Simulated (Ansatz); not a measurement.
**Lattice dynamics of AgBr (Fm-3m)**

The cell of AgBr (Fm-3m) is at rest. What are its phonons? After the zone centre comes a 4×4×4 q mesh on a 8×8×8 k mesh.

Method: DFT PBE, scalar-relativistic, plane waves, PAW; PAW set soft_1, in Ansatz 0.2.0.

This is a report of a sequence of runs, with most program output left out.

The database entry behind the starting cell differs from later determinations by our own check (about 0.6 % short of the room-temperature cell), so it need not match the best structure at ambient conditions.

### Step 1. Set-up

Symmetry: Fm-3m, No. 225, cubic system. Conventional cell: a = 5.842 Å, b = 5.842 Å, c = 5.842 Å, α = 90.00°, β = 90.00°, γ = 90.00°. Nearest to Ag lie 6 Br at 2.92 Å. Nearest to Br lie 6 Ag at 2.92 Å. Farther neighbours and most contacts between anions are not listed.

### Step 2. Linear response at the zone centre

The cell comes from relaxations at this level that are not shown. The zone centre comes first: it holds the modes that light can see, as far as symmetry allows. The response to a homogeneous field gives the Born charges and the dielectric tensor.

input.yaml

```yaml
crystal:
  lattice:
    - [0.0, 2.9208040502, 2.9208040502]
    - [2.9208040502, 0.0, 2.9208040502]
    - [2.9208040502, 2.9208040502, 0.0]
  atoms:
    - { symbol: Ag, position: [0.0, 0.0, 0.0] }
    - { symbol: Br, position: [0.5, 0.5, 0.5] }
kpoints:
  mp_grid: { grid: [8, 8, 8] }
hamiltonian:
  xc: pbe
  pseudopotentials: { kind: paw, azcp: { folder: soft_1 } }
scf:
  occupations: { method: fixed }
output:
  eigenvalues: true
phonons:
  method: dfpt
  dielectric: true
  rigid_motions: translations
```

Command:

```bash
ansatz run input.yaml --threads 4 --pin off --max-ram 10240MiB --backend cpu --events-out ev --progress --plain --runs-dir out
```

Wall time 16 s (4 threads of Arm Neoverse V1, shared host); peak memory 0.53 GiB.

Numbers from this step:

```yaml
gap_on_the_k_mesh: 0.6878 eV
volume_per_atom: 24.92 Å³
sum_rule_residual_before_enforcement: 1.51e-4 eV/Å²
miss_of_the_charge_sum_rule: 2.12e-4 e
estimated_error_of_the_dielectric_tensor: 0.01561
estimated_error_of_the_born_charges: 0.01972 e
point_group: m-3m
highest_optical_mode_at_the_zone_centre_no_lo_to_term: 67.64 cm⁻¹
lowest_optical_zone_centre_mode: 67.64 cm⁻¹
mean_high_frequency_dielectric_constant: 5.922
largest_born_charge_third_of_the_trace: 1.545 e
mean_static_dielectric_constant: 17.14
top_of_the_zone_centre_spectrum_with_the_field: 115.1 cm⁻¹
```

Without the LO-TO term. Patterns of degenerate modes are one choice out of their space. The modes at Γ (shares of kinetic energy by element, %):

```
mode  frequency (cm⁻¹)  symmetry  Ag %  Br %
   1               0.0  acoustic    57    43
   2               0.0  acoustic    57    43
   3               0.0  acoustic    57    43
   4              67.6       T1u    43    57
   5              67.6       T1u    43    57
   6              67.6       T1u    43    57
```

Displacements in mode 6 (67.6 cm⁻¹), the largest set to 1:
```
Ag1  0.00  0.00 -0.74
Br2  0.00  0.00  1.00
```

Optical modes at the zone centre, without and with the macroscopic field of the longitudinal modes; each column is sorted by frequency, so a row need not hold one and the same mode. Modes with and without the field, by row:

```
rank among optical modes  no field (cm⁻¹)  q along (1, 0, 0) (cm⁻¹)
                       1             67.6                      67.6
                       2             67.6                      67.6
                       3             67.6                     115.1
```

Born charge (rows field, columns displacement) (e), principal values of the symmetric part by kind of site:

```
atom  atoms with these values    low  middle   high   mean
 Ag1                        1   1.54    1.54   1.54   1.54
 Br2                        1  -1.54   -1.54  -1.54  -1.54
```

In full for Br2:

```
-1.54  0.00  0.00
 0.00 -1.54  0.00
 0.00  0.00 -1.54
```

High-frequency dielectric tensor:

```
5.92 0.00 0.00
0.00 5.92 0.00
0.00 0.00 5.92
```

Static dielectric tensor (ions relaxed, fixed cell):

```
17.14  0.00  0.00
 0.00 17.14  0.00
 0.00  0.00 17.14
```

Transverse modes. Infrared lines, with heights relative to the strongest:

```
position (cm⁻¹)  label  relative intensity
             68    T1u                 100
```

Before it was imposed, the acoustic sum rule was missed by 1.5e-4 eV/Å² and the charge sum rule by 2.1e-4 e. Small misses are needed for a sound result but don't prove that mesh and cutoff are converged. The lowest optical mode is real, 67.6 cm⁻¹.

### Step 3. Response at finite wavevector

Stability and thermal properties need the whole zone. Linear response on a 4×4×4 q mesh gives force constants as far as a supercell of that size would, and the tensors from the zone-centre run are typed in so that the long-range dipole term is interpolated apart.

input.yaml, the sections that differ from step 2:

```yaml
phonons:
  method: dfpt
  qmesh: [4, 4, 4]
  temperatures: { t_max: 1000, t_step: 50 }
  qpath:
    path:
      - [[0.0, 0.0, 0.0], [0.5, 0.0, 0.5], [0.625, 0.25, 0.625]]
      - [[0.375, 0.375, 0.75], [0.0, 0.0, 0.0], [0.5, 0.5, 0.5], [0.5, 0.25, 0.75], [0.5, 0.0, 0.5]]
    npoints: 10
  non_analytic_term:
    high_frequency_dielectric_tensor: [[5.9216, 0.0, 0.0], [0.0, 5.9216, 0.0], [0.0, 0.0, 5.9216]]
    born_effective_charges:
      - { species: Ag, tensor: [[1.5449, 0.0, 0.0], [0.0, 1.5449, 0.0], [0.0, 0.0, 1.5449]] }
      - { species: Br, tensor: [[-1.5449, 0.0, 0.0], [0.0, -1.5449, 0.0], [0.0, 0.0, -1.5449]] }
    source: "zone-centre run at this cell"
# crystal, kpoints, hamiltonian, scf, output: as in step 2
```

It took 1.7 min on 4 threads; peak memory 1.1 GiB; 6.5 min of CPU time.

This step gave:

| Property | Result |
| --- | --- |
| sum-rule residual before enforcement | 5.10e-5 eV/Å² |
| lowest frequency on the path | 0 cm⁻¹ |
| highest frequency on the path or at a solved wavevector | 119.2 cm⁻¹ |
| mean frequency | 66.1 cm⁻¹ |
| Debye temperature (second moment) | 134 K |
| logarithmic mean frequency | 59.2 cm⁻¹ |
| lowest mode on the q mesh (acoustic modes at Γ apart) | 14.22 cm⁻¹ |
| zero-point energy per atom | 12.28 meV |
| heat capacity at 300 K | 24.70 J/(mol atoms K) |
| vibrational entropy at 300 K | 56.47 J/(mol atoms K) |

Frequencies (cm⁻¹) solved at each irreducible wavevector; negative means imaginary. Frequencies by wavevector, by row:

```
q in reciprocal lattice units  star  mode 1  mode 2  mode 3  mode 4  mode 5  mode 6
                        0 0 0     1       0       0       0    67.6    67.6    67.6
                     0 0 0.25     8    24.2    24.2    59.9    59.9    62.1   118.1
                     0 0 -0.5     4    14.2    14.2    54.6    54.6    88.8     119
                  0 0.25 0.25     6    24.1    24.1    68.1    80.3    80.3    99.8
                  0 0.25 -0.5    24    36.3    48.2    62.7    72.6    83.9   113.9
                 0 0.25 -0.25    12    22.3      34    54.9    77.4    93.2     108
                  0 -0.5 -0.5     3    30.6    30.6    44.8    91.5    91.5   115.2
              0.25 -0.5 -0.25     6    39.4    39.4    65.6    80.9   104.3   104.3
```

Interpolated from a 4×4×4 q mesh, with the LO-TO term (at Γ the limit along the path; where Γ stands inside the path, tables give the limit on arrival). The phonon branches at the labelled points (cm⁻¹):

```
    point  branch 1  branch 2  branch 3  branch 4  branch 5  branch 6
        Γ         0         0         0        68        68       115
  halfway        24        24        68        80        80       100
        X        31        31        45        92        92       115
  halfway        34        41        44        87        95       114
        U        38        42        59        75       102       109
jump to K        38        42        59        75       102       109
  halfway        21        29        53        70        83       111
        Γ         0         0         0        68        68       115
  halfway        24        24        60        60        62       118
        L        14        14        55        55        89       119
  halfway        37        48        59        73        82       115
        W        39        39        66        81       104       104
  halfway        34        44        49        88        95       112
        X        31        31        45        92        92       115
```

Tetrahedra on a 20×20×20 mesh, mean over bins of 1 cm-1. Interpolated from a 4×4×4 q mesh. The phonon density of states by wavenumber; read off at these points:

wavenumber (cm⁻¹), phonon density of states (1/cm⁻¹/cell) and a bar:
```
      0.5      0.000 
      3.5      0.000 
      6.5      0.001 
     10.5      0.002 
     13.5      0.004 #
     16.5      0.011 ##
     19.5      0.023 #####
     23.5      0.052 ###########
     26.5      0.053 ###########
     29.5      0.065 ##############
     32.5      0.085 ##################
     35.5      0.092 ####################
     38.5      0.103 ######################
     39.5      0.077 ################
     42.5      0.070 ###############
     43.5      0.082 #################
     45.5      0.069 ###############
     48.5      0.046 ##########
     51.5      0.012 ##
     54.5      0.142 ##############################
     55.5      0.097 #####################
     58.5      0.064 ##############
     61.5      0.067 ##############
     64.5      0.064 ##############
     68.5      0.049 ##########
     71.5      0.078 #################
     74.5      0.106 #######################
     77.5      0.067 ##############
     80.5      0.066 ##############
     84.5      0.051 ###########
     87.5      0.042 #########
     90.5      0.036 ########
     93.5      0.033 #######
     96.5      0.028 ######
    100.5      0.022 #####
    103.5      0.009 ##
    106.5      0.027 ######
    109.5      0.098 #####################
    111.5      0.116 #########################
    113.5      0.087 ##################
    116.5      0.056 ############
    119.5      0.003 #
```

Phonopy on the run's constants, 17x17x17 mesh, Gaussian sigma 2.0 cm-1. Interpolated from a 4×4×4 q mesh. Table of partial phonon density of states by wavenumber; read off at these points; values in 1/cm⁻¹/cell:

```
wavenumber (cm⁻¹)       Ag       Br
            -5.00        0        0
            -2.50   3.3e-5   2.3e-5
             0.00   7.0e-5   5.0e-5
             2.50   6.0e-5   4.9e-5
             5.00   3.1e-4   2.3e-4
             7.50   7.7e-4   5.8e-4
            10.00  0.00112   9.5e-4
            12.50  0.00227  0.00294
            15.00  0.00343  0.00691
            17.50  0.00548   0.0114
            20.00  0.00857   0.0155
            22.50   0.0135   0.0249
            25.00   0.0200   0.0348
            25.90   0.0225   0.0352
            27.50   0.0277   0.0322
            30.00   0.0389   0.0299
            32.50   0.0497   0.0311
            35.00   0.0556   0.0316
            36.70   0.0576   0.0322
            37.50   0.0574   0.0316
            40.00   0.0506   0.0255
            42.50   0.0479   0.0201
            45.00   0.0484   0.0169
            47.50   0.0407   0.0120
            50.00   0.0347  0.00693
            52.50   0.0554  0.00922
            54.60   0.0725   0.0161
            55.00   0.0714   0.0173
            57.50   0.0553   0.0228
            60.00   0.0415   0.0244
            62.50   0.0365   0.0240
            65.00   0.0370   0.0232
            67.50   0.0358   0.0226
            70.00   0.0389   0.0250
            72.50   0.0486   0.0276
            74.40   0.0520   0.0289
            75.00   0.0516   0.0296
            77.50   0.0444   0.0317
            80.00   0.0358   0.0305
            82.50   0.0288   0.0295
            85.00   0.0199   0.0286
            87.50   0.0137   0.0299
            90.00  0.00918   0.0291
            92.50  0.00659   0.0263
            95.00  0.00557   0.0252
            97.50  0.00444   0.0224
           100.00  0.00326   0.0189
           102.50  0.00244   0.0163
           105.00  0.00283   0.0230
           107.50  0.00578   0.0498
           110.00  0.00983   0.0773
           111.20   0.0111   0.0823
           112.10   0.0115   0.0812
           112.50   0.0115   0.0794
           115.00  0.00938   0.0625
           117.50  0.00508   0.0409
           120.00  0.00155   0.0157
           122.50   1.9e-4  0.00226
           125.00   6.7e-6   9.0e-5
           127.50        0        0
```

Second derivatives of the energy by pair, one row for each kind of neighbour of each atom listed. Each entry sums the pair over the periodic images of the supercell that the q mesh stands for, and in a polar crystal it holds the long-range dipole part too. Force constants by pair, by row:

```
atom  neighbour  distance (Å)  third of the trace (eV/Å²)  along the pair's line (eV/Å²)
 Ag1     itself             0                       1.456                              –
 Ag1         Br         2.921                     -0.1892                         -0.518
 Ag1         Ag         4.131                     -0.0017                         -0.187
 Ag1         Br         5.059                      -0.005                         0.0617
 Ag1         Ag         5.842                     -0.0647                        -0.2003
 Ag1         Br         6.531                      0.0107                          0.062
 Ag1         Ag         7.154                     -0.0031                        -0.0285
 Br2     itself             0                        1.96                              –
 Br2         Ag         2.921                     -0.1892                         -0.518
 Br2         Br         4.131                     -0.0922                        -0.5363
 Br2         Ag         5.059                      -0.005                         0.0617
 Br2         Br         5.842                      0.0577                         0.0669
 Br2         Ag         6.531                      0.0107                          0.062
 Br2         Br         7.154                      -0.007                         -0.034
```

Harmonic thermodynamic functions per atom, from the density of states. Interpolated from a 4×4×4 q mesh. Thermodynamic functions, by row:

```
T (K)  F_vib (meV/atom)  S (J/mol-atom/K)  C_V (J/mol-atom/K)
    0             12.28                 0                   0
   50              9.08             15.49               18.32
  100             -3.01             30.02               22.89
  200            -43.56             46.51               24.39
  300            -97.27             56.47                24.7
  400            -159.7             63.59                24.8
  500            -228.6             69.13               24.85
  600            -302.6             73.67               24.88
  700              -381              77.5                24.9
  800            -463.1             80.83               24.91
  900            -548.4             83.76               24.91
 1000            -636.6             86.39               24.92
```

Harmonic mean-square displacement, third of the trace. Interpolated from a 4×4×4 q mesh. Mean square displacements, by row:

```
T (K)  Ag1 U_eq (Å²)  Br2 U_eq (Å²)
    0        0.00323        0.00376
  100        0.01182        0.01422
  300        0.03448        0.04135
  600        0.06877        0.08245
```

Symmetry leaves 8 wavevectors to solve. The lowest mode among them, the acoustic zeros apart, lies at q = (0, 0, -0.5) and is real, 14.2 cm⁻¹.

### Step 4. Finite displacements in a supercell

Finite displacements in a 2×2×2 supercell give force constants from forces alone. They are exact at the wavevectors that the supercell holds, where they check the linear-response result.

input.yaml: that of step 3 with these lines changed.

```diff
@@ -18,4 +18,4 @@
 phonons:
-  method: dfpt
-  qmesh: [4, 4, 4]
+  method: fd
+  supercell: [2, 2, 2]
   temperatures: { t_max: 1000, t_step: 50 }
```

It took 31 s on 4 threads; peak memory 1.5 GiB; 2 min of CPU time.

This step gave:

```
atoms in the supercell                                  : 16
sum-rule residual before enforcement                    : 1.87e-4 eV/Å²
highest frequency on the path or at a solved wavevector : 119 cm⁻¹
highest optical mode at the zone centre (no LO-TO term) : 67.65 cm⁻¹
lowest optical zone-centre mode                         : 67.65 cm⁻¹
```

Interpolated from a 2×2×2 supercell, rough between the solved points, with the LO-TO term (at Γ the limit along the path; where Γ stands inside the path, tables give the limit on arrival). Phonon branches along the path, in cm⁻¹:

```
    point  branch 1  branch 2  branch 3  branch 4  branch 5  branch 6
        Γ         0         0         0        68        68       115
  halfway        24        24        68        78        78        97
        X        31        31        45        92        92       115
  halfway        30        40        45        88        93       113
        U        28        44        57        78        98       106
jump to K        28        44        57        78        98       106
  halfway        26        27        48        69        80       110
        Γ         0         0         0        68        68       115
  halfway        19        19        59        59        62       118
        L        14        14        55        55        89       119
  halfway        31        38        65        66        85       111
        W        40        40        58        78       101       101
  halfway        34        43        44        86        94       110
        X        31        31        45        92        92       115
```

Tetrahedra on a 18×18×18 mesh, mean over bins of 1 cm-1. Interpolated from a 2×2×2 supercell, rough between the solved points. Table of phonon density of states by wavenumber; read off at these points:

```
wavenumber (cm⁻¹)  phonon density of states (1/cm⁻¹/cell)
              0.5                                  1.0e-5
              3.5                                  3.0e-4
              6.5                                 0.00174
             10.5                                 0.00473
             13.5                                 0.00819
             16.5                                  0.0184
             19.5                                  0.0401
             23.5                                  0.0560
             26.5                                  0.0804
             29.5                                   0.102
             30.5                                   0.120
             32.5                                  0.0810
             35.5                                  0.0622
             39.5                                  0.0669
             42.5                                  0.0645
             45.5                                  0.0491
             48.5                                  0.0268
             51.5                                  0.0810
             52.5                                  0.0894
             55.5                                  0.0680
             58.5                                  0.0607
             61.5                                  0.0624
             64.5                                  0.0541
             68.5                                  0.0507
             71.5                                  0.0648
             74.5                                  0.0762
             76.5                                  0.0922
             77.5                                  0.0693
             80.5                                  0.0552
             84.5                                  0.0927
             87.5                                  0.0517
             90.5                                  0.0407
             93.5                                  0.0374
             96.5                                  0.0261
            100.5                                 0.00431
            103.5                                  0.0396
            106.5                                  0.0851
            108.5                                  0.0975
            109.5                                  0.0861
            113.5                                  0.0573
            116.5                                  0.0333
            119.5                                  7.0e-5
```

At Γ the two methods differ by at most 0.0 cm⁻¹.

### Step 5. What came out

```
space group (within 0.01 Å)                             : Fm-3m
volume per atom                                         : 24.9 Å³
gap on the k-mesh                                       : 0.688 eV
highest optical mode at the zone centre (no LO-TO term) : 67.6 cm⁻¹
top of the zone-centre spectrum with the field          : 115 cm⁻¹
lowest optical zone-centre mode                         : 67.6 cm⁻¹
mean high-frequency dielectric constant                 : 5.92
mean static dielectric constant                         : 17.1
largest Born charge (third of the trace)                : 1.54 e
lowest mode on the q mesh (acoustic modes at Γ apart)   : 14.2 cm⁻¹
highest frequency on the path or at a solved wavevector : 119 cm⁻¹
zero-point energy per atom                              : 12.3 meV
heat capacity at 300 K                                  : 24.7 J/(mol atoms K)
vibrational entropy at 300 K                            : 56.5 J/(mol atoms K)
Debye temperature (second moment)                       : 134 K
imaginary modes on the 4×4×4 q mesh                     : none
```

What this shows: The structure is a minimum as far as tested: no mode is imaginary at the 8 irreducible wavevectors of the 4×4×4 mesh, and the softest away from the acoustic zeros lies at 14 cm⁻¹. Without the field, the optical modes at Γ form one degenerate level at 68 cm⁻¹. With the macroscopic field of the longitudinal modes the top of the zone-centre spectrum lies at 115 cm⁻¹, against 68 cm⁻¹ without it. Lattice motion raises the mean dielectric constant from 5.922 to 17.14. The strongest infrared line is at 68 cm⁻¹. Finite displacements and linear response differ by 0.0 cm⁻¹ in the highest zone-centre mode. These are harmonic frequencies at zero temperature: anharmonic shifts, linewidths and thermal expansion are left out.

[Logs are printed without paths, hosts, clocks, repeated set-up lines and the standing remarks that a program may print on its own settings, such as how far it seeks lower states.]

[Hosts, paths, dates, database ids (printed as entryN), source tags and the programs' standing remarks are cut or masked in the printed files.]
